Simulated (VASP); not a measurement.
# MgSe (Fm-3m) in VASP: a series of runs

Runs on MgSe. Level: PBE+D3(BJ). Tasks: single point, relaxation of cell and atoms.

Program: VASP 6.6.1. These are calculated values, not measurements. Logs are shortened: lines on timing, memory, paths and dates and some standing lists are left out, and cuts for length are marked.

**1. Starting point**

It takes space group Fm-3m (No. 225, cubic). The conventional cell has a = 5.509 Å, b = 5.509 Å, c = 5.509 Å, α = 90.00°, β = 90.00°, γ = 90.00°. Mg (site symmetry m-3m) has 6 Se at 2.75 Å as nearest neighbours. Around Se (site symmetry m-3m) lie 6 Mg at 2.75 Å.

**2. Single point, PBE+D3(BJ) (relaxed again under DFT PBE+D3(BJ), scalar-relativistic, plane waves, PAW)**

The input, INCAR:

```
  ALGO = Normal
  EDIFF = 1E-6
  ENCUT = 520
  GGA = PE
  ISIF = 2
  ISMEAR = 0
  IVDW = 12
  LASPH = T
  LCHARG = F
  LREAL = F
  LWAVE = F
  NBANDS = 11
  NELM = 100
  PREC = Accurate
  SIGMA = 0.02
```

The input, KPOINTS:

```
k-points
0
Gamma
  8 8 8
```

The input, POSCAR:

```
MgSe
1.0
    0.0000000000      2.7120007448      2.7120007448
    2.7120007448      0.0000000000      2.7120007448
    2.7120007448      2.7120007448      0.0000000000
Mg Se
1 1
Direct
    0.0000000000      0.0000000000      0.0000000000
    0.5000000000      0.5000000000      0.5000000000
```

Potentials or basis: VASP PAW PBE potentials, release 64 (Mg, Se).

Command:

```bash
$ cat potpaw_PBE.64/Mg/POTCAR potpaw_PBE.64/Se/POTCAR > POTCAR
$ mpirun -np 1 vasp_std > vasp.out
```

OUTCAR:

```text
EDIFF = 1E-6
   ENCUT = 520
   GGA = PE
   ISIF = 2
   ISMEAR = 0
   IVDW = 12
   LASPH = T
   LREAL = F
   NELM = 100
   PREC = Accurate
 IVDW          = 12

 ion  position               nearest neighbor table
   1  0.000  0.000  0.000-   2 2.71   2 2.71   2 2.71   2 2.71   2 2.71   2 2.71
   2  0.500  0.500  0.500-   1 2.71   1 2.71   1 2.71   1 2.71   1 2.71   1 2.71

  LATTYP: Found a face centered cubic cell.
 ALAT       =     5.4240014896

  Lattice vectors:

 A1 = (   0.0000000000,   2.7120007448,   2.7120007448)
 A2 = (   2.7120007448,   0.0000000000,   2.7120007448)
 A3 = (   2.7120007448,   2.7120007448,   0.0000000000)

Analysis of symmetry for initial positions (statically):
=====================================================================
 Subroutine PRICEL returns:
 Original cell was already a primitive cell.

 Routine SETGRP: Setting up the symmetry group for a
 face centered cubic supercell.

 Subroutine GETGRP returns: Found 48 space group operations
 (whereof 48 operations were pure point group operations)
 out of a pool of 48 trial point group operations.

The static configuration has the point symmetry O_h .

Analysis of symmetry for dynamics (positions and initial velocities):
=====================================================================
 Subroutine PRICEL returns:
 Original cell was already a primitive cell.

 Routine SETGRP: Setting up the symmetry group for a
 face centered cubic supercell.

 Subroutine GETGRP returns: Found 48 space group operations
 (whereof 48 operations were pure point group operations)
 out of a pool of 48 trial point group operations.

The dynamic configuration has the point symmetry O_h .

 Subroutine INISYM returns: Found 48 space group operations
 (whereof 48 operations are pure point group operations),
 and found     1 'primitive' translations

----------------------------------------------------------------------------------------

                                     Primitive cell

  volume of cell :      39.8932

  direct lattice vectors                    reciprocal lattice vectors
     0.000000000  2.712000745  2.712000745    -0.184365731  0.184365731  0.184365731
     2.712000745  0.000000000  2.712000745     0.184365731 -0.184365731  0.184365731
     2.712000745  2.712000745  0.000000000     0.184365731  0.184365731 -0.184365731

  length of vectors
     3.835348234  3.835348234  3.835348234     0.319330813  0.319330813  0.319330813

  position of ions in fractional coordinates (direct lattice)
     0.000000000  0.000000000  0.000000000
     0.500000000  0.500000000  0.500000000

  ion indices of the primitive-cell ions
   primitive index   ion index
                 1           1
                 2           2

----------------------------------------------------------------------------------------

 KPOINTS: k-points

Automatic generation of k-mesh.
 Grid dimensions read from file:
 generate k-points for:    8    8    8

 Generating k-lattice:

  Cartesian coordinates                     Fractional coordinates (reciprocal lattice)
    -0.023045716  0.023045716  0.023045716     0.125000000  0.000000000  0.000000000
     0.023045716 -0.023045716  0.023045716     0.000000000  0.125000000  0.000000000
     0.023045716  0.023045716 -0.023045716     0.000000000  0.000000000  0.125000000

  Length of vectors
     0.039916352  0.039916352  0.039916352

  Shift w.r.t. Gamma in fractional coordinates (k-lattice)
     0.000000000  0.000000000  0.000000000

 Subroutine IBZKPT returns following result:
 ===========================================

 Found     29 irreducible k-points:

 Following reciprocal coordinates:
            Coordinates               Weight
  0.000000  0.000000  0.000000      1.000000
  0.125000  0.000000  0.000000      8.000000
  0.250000  0.000000  0.000000      8.000000
  0.375000  0.000000  0.000000      8.000000
  0.500000  0.000000  0.000000      4.000000
  0.125000  0.125000  0.000000      6.000000
[... 16 lines left out ...]
  0.500000  0.250000  0.125000     48.000000
 -0.375000  0.250000  0.125000     24.000000
 [... further k-points ...]
   k-points           NKPTS =     29   k-points in BZ     NKDIM =     29   number of bands    NBANDS=     11
   number of dos      NEDOS =    301   number of ions     NIONS =      2
   total plane-waves  NPLWV =  27000
   dimension x,y,z NGX =    30 NGY =   30 NGZ =   30
   dimension x,y,z NGXF=    60 NGYF=   60 NGZF=   60
   ions per type =               1   1
   NGX,Y,Z   is equivalent  to a cutoff of  13.00, 13.00, 13.00 a.u.
   NGXF,Y,Z  is equivalent  to a cutoff of  26.01, 26.01, 26.01 a.u.
 SYSTEM =  unknown system
   PREC   = accura    normal or accurate (medium, high low for compatibility)
   ISTART =      0    job   : 0-new  1-cont  2-samecut
   ICHARG =      2    charge: 1-file 2-atom 10-const
   ISPIN  =      1    spin polarized calculation?
   LNONCOLLINEAR =      F non collinear calculations
   LSORBIT =      F    spin-orbit coupling
   LASPH  =      T    aspherical Exc in radial PAW
   ENCUT  =  520.0 eV  38.22 Ry    6.18 a.u.   7.13  7.13  7.13*2*pi/ulx,y,z
   NELM   =    100;   NELMIN=  2; NELMDL= -5     # of ELM steps
   EDIFF  = 0.1E-05   stopping-criterion for ELM
   LREAL  =      F    real-space projection
   EDIFFG = 0.1E-04   stopping-criterion for IOM
   NSW    =      0    number of steps for IOM
   IBRION =     -1    ionic relax: 0-MD 1-quasi-New 2-CG
   NFREE  =      0    steps in history (QN), initial steepest desc. (CG)
   ISIF   =      2    stress and relaxation
   ISYM   =      2    0-nonsym 1-usesym 2-fastsym
   POTIM  = 0.5000    time-step for ionic-motion
   TEBEG  =    0.0;   TEEND  =   0.0 temperature during run
   PSTRESS=    0.0 pullay stress
   NELECT =       8.0000    total number of electrons
   NUPDOWN=      -1.0000    fix difference up-down
   EMIN   =  10.00;   EMAX   =-10.00  energy-range for DOS
   EFERMI =   0.00;   METHOD = LEGACY
   ISMEAR =     0;   SIGMA  =   0.02  broadening in eV -4-tet -1-fermi 0-gaus
   EFERMI_NEDOS =   21; number of points for ismear=-14 and -15
   IALGO  =     38    algorithm
   IMIX   =      4    mixing-type and parameters
     AMIX     =   0.40;   BMIX     =  1.00
     AMIX_MAG =   1.60;   BMIX_MAG =  1.00
  volume/ion in A,a.u.               =      19.95       134.61
  Fermi-wavevector in a.u.,A,eV,Ry     =   0.958234  1.810800 12.493045  0.918213
  Thomas-Fermi vector in A             =   2.087323
   LORBIT       =      0    0 simple, 1 ext, 2 COOP (PROOUT), +10 PAW based schemes
   GGA     = PE    functional components
   LHFCALC =     F    Hartree Fock is set to
   AEXX    =    0.0000 exact exchange contribution
   IVDW    =    12    specifies the selected vdW correction
   LEPSILON=     F    determine dielectric tensor
   LRPA    =     F    only Hartree local field effects (RPA)
 non-spin polarized calculation
 Gauss-broadening in eV      SIGMA  =   0.02
  energy-cutoff  :      520.00
  volume of cell :       39.89
 maximum number of plane-waves:      1090
 NGX is ok and might be reduce to    30
   NGX = 15   NGY = 15   NGZ = 15

 number of electron       8.0000001 magnetization

 Free energy of the ion-electron system (eV)
  ---------------------------------------------------
  ext. energy  EPLUGINS =         0.00000000
  ---------------------------------------------------
  free energy    TOTEN  =        -7.47435320 eV

  energy without entropy =       -7.47435320  energy(sigma->0) =       -7.47435320

 E-fermi :   3.4470     XC(G=0):  -9.5500

 val. band max:        3.3556718621   @ k =   0.0000   0.0000   0.0000
 cond. band min:       5.1828020562   @ k =   0.5000   0.5000   0.0000
 fundamental gap:      1.8271301941
 Fermi energy:         3.4469991188

 k-point     1 :       0.0000    0.0000    0.0000
  band No.  band energies     occupation
      1      -9.6726      2.00000
      2       3.3557      2.00000
      3       3.3557      2.00000
      4       3.3557      2.00000
      5       6.0546      0.00000
      6      10.7612      0.00000
      7      10.7612      0.00000
      8      10.7612      0.00000
      9      13.3526      0.00000
     10      13.3526      0.00000
     11      14.3511      0.00000

 k-point     2 :       0.1250    0.0000    0.0000
  band No.  band energies     occupation
      1      -9.5361      2.00000
      2       2.1266      2.00000
      3       3.2513      2.00000
      4       3.2513      2.00000
      5       7.0133      0.00000
      6      10.4612      0.00000
      7      10.9953      0.00000
      8      10.9953      0.00000
      9      12.3574      0.00000
     10      12.3574      0.00000
     11      14.2222      0.00000

 k-point     3 :       0.2500    0.0000    0.0000
  band No.  band energies     occupation
      1      -9.1696      2.00000
      2       0.2995      2.00000
      3       3.0259      2.00000
      4       3.0259      2.00000
      5       7.5302      0.00000
      6      10.4475      0.00000
      7      10.4475      0.00000
      8      11.2085      0.00000
      9      12.9660      0.00000
     10      12.9660      0.00000
     11      13.4333      0.00000
[... 267 lines left out ...]
 k-point    23 :       0.5000    0.2500    0.1250
  band No.  band energies     occupation
      1      -8.5136      2.00000
      2      -0.7794      2.00000
      3       1.2233      2.00000
      4       2.2897      2.00000
      5       8.1597      0.00000
      6       9.0998      0.00000
      7      10.6187      0.00000
      8      11.7470      0.00000
      9      14.3449      0.00000
     10      16.1214      0.00000
     11      16.9006      0.00000

 k-point    24 :      -0.3750    0.2500    0.1250
  band No.  band energies     occupation
      1      -8.3394      2.00000
      2      -1.1539      2.00000
      3       1.0791      2.00000
      4       2.1102      2.00000
      5       8.1330      0.00000
      6       8.8082      0.00000
      7      11.1686      0.00000
      8      12.5046      0.00000
      9      14.4857      0.00000
     10      15.2182      0.00000
     11      17.5461      0.00000

 [... further k-points ...]

------------------------ aborting loop because EDIFF is reached ----------------------------------------

 Edisp (eV)   -0.75781

 E8    (eV) :    -0.3233

  FORCE on cell =-STRESS in cart. coord.  units (eV):
  Direction    XX          YY          ZZ          XY          YZ          ZX
  --------------------------------------------------------------------------------------
  -------------------------------------------------------------------------------------
  Total      -0.02961    -0.02961    -0.02961    -0.00000     0.00000     0.00000
  in kB      -1.18935    -1.18935    -1.18935    -0.00000     0.00000     0.00000
  external pressure =       -1.19 kB  Pullay stress =        0.00 kB

 VOLUME and BASIS-vectors are now :
 -----------------------------------------------------------------------------
  energy-cutoff  :      520.00
  volume of cell :       39.89
      direct lattice vectors                 reciprocal lattice vectors
     0.000000000  2.712000745  2.712000745    -0.184365731  0.184365731  0.184365731
     2.712000745  0.000000000  2.712000745     0.184365731 -0.184365731  0.184365731
     2.712000745  2.712000745  0.000000000     0.184365731  0.184365731 -0.184365731

 POSITION                                       TOTAL-FORCE (eV/Angst)
 -----------------------------------------------------------------------------------
      0.00000      0.00000      0.00000         0.000000     -0.000000     -0.000000
      2.71200      2.71200      2.71200        -0.000000      0.000000      0.000000
 -----------------------------------------------------------------------------------
    total drift:                               -0.000000     -0.000000      0.000000

  FREE ENERGIE OF THE ION-ELECTRON SYSTEM (eV)
  ---------------------------------------------------
  free  energy   TOTEN  =        -8.2321663736 eV

  energy  without entropy=       -8.2321663736  energy(sigma->0) =       -8.23216637
```

It took 15 s on 1 thread of Intel Xeon Platinum 8259CL at 2.50GHz (Skylake/Cascade Lake), shared host; peak memory 0.17 GiB.

Results:

| Item | Value |
| --- | --- |
| Free energy | -8.2322 eV |
| Pressure | -0.1 GPa |
| Band gap on the k mesh | 1.83 eV, indirect (least direct gap 2.70 eV) |
| Dispersion energy per atom | -0.379 eV |

Levels at points of the mesh, in eV from the valence-band top:
| k point | band 1 | band 2 | band 3 | band 4 | band 5 | band 6 | band 7 | band 8 |
| --- | --- | --- | --- | --- | --- | --- | --- | --- |
| (0.00, 0.00, 0.00) | -13.03 | 0.00 | 0.00 | 0.00 | 2.70 | 7.41 | 7.41 | 7.41 |
| (0.50, 0.00, 0.00) | -11.87 | -5.03 | -0.60 | -0.60 | 3.84 | 6.12 | 6.12 | 8.74 |
| (0.50, 0.50, 0.00) | -11.54 | -4.35 | -1.82 | -1.82 | 1.83 | 3.92 | 11.90 | 12.33 |

A k mesh can miss the band edges.

**3. Relaxation of cell and atoms, PBE+D3(BJ)**

The input, INCAR:

```
SYSTEM = MgSe
ALGO = Fast ; EDIFF = 1E-7
EDIFFG = -0.005 ; ENCUT = 600
GGA = PE ; IBRION = 2
ISIF = 3 ; ISMEAR = 0
IVDW = 12 ; LASPH = .True.
LCHARG = .False. ; LREAL = .False.
LWAVE = .False. ; NELM = 60
NSW = 70 ; PREC = Accurate
SIGMA = 0.02
```

The input, KPOINTS:

```
k-points
0
Gamma
  8 8 8
  0 0 0
```

The input, POSCAR:

```
MgSe
1.0
    0.0000000000      2.7544736754      2.7544736754
    2.7544736754      0.0000000000      2.7544736754
    2.7544736754      2.7544736754      0.0000000000
Mg Se
1 1
Direct
    0.0000000000      0.0000000000      0.0000000000
    0.5000000000      0.5000000000      0.5000000000
```

Potentials or basis: VASP PAW PBE potentials, release 64 (Mg, Se).

Command:

```bash
$ cat potpaw_PBE.64/Mg/POTCAR potpaw_PBE.64/Se/POTCAR > POTCAR
$ mpirun -np 1 vasp_std > vasp.out
```

Wall time 37 s (1 thread of Intel Xeon Platinum 8259CL at 2.50GHz (Skylake/Cascade Lake), shared host); peak memory 0.2 GiB.

Results (log left out):

* Free energy: -8.2324 eV
* Relaxed volume: 19.91 Å³/atom
* Relaxed cell: a = 3.833 Å, b = 3.833 Å, c = 3.833 Å, α = 60.00°, β = 60.00°, γ = 60.00°
* Space group after relaxing (to 0.05 Å): Fm-3m (No. 225)
* Energy gained by relaxing: 9.6 meV/atom
* Ionic steps: 3
* Pressure after relaxing: 0.0 GPa
* Band gap on the k mesh: 1.83 eV, indirect (least direct gap 2.71 eV)
* Dispersion energy per atom: -0.380 eV

Step by step:
```tsv
step	energy change (eV)	largest force (eV/Å)	pressure (GPa)	volume (Å³)
1	0.0000	0.0000	-2.97	41.80
2	-0.0186	0.0000	0.55	39.50
3	-0.0192	0.0000	0.01	39.81
```

Final structure:
```xyz
2
Lattice="0.0000 2.7102 2.7102 2.7102 0.0000 2.7102 2.7102 2.7102 0.0000" Properties=species:S:1:pos:R:3 pbc="T T T"
Mg    0.0000    0.0000    0.0000
Se    2.7102    2.7102    2.7102
```

Levels at points of the mesh, in eV from the valence-band top:
```
           k point  band 2  band 3  band 4  band 5  band 6  band 7
(0.00, 0.00, 0.00)    0.00    0.00    0.00    2.71    7.40    7.40
(0.50, 0.00, 0.00)   -5.05   -0.60   -0.60    3.85    6.12    6.12
(0.50, 0.50, 0.00)   -4.36   -1.83   -1.83    1.83    3.91   11.92
```
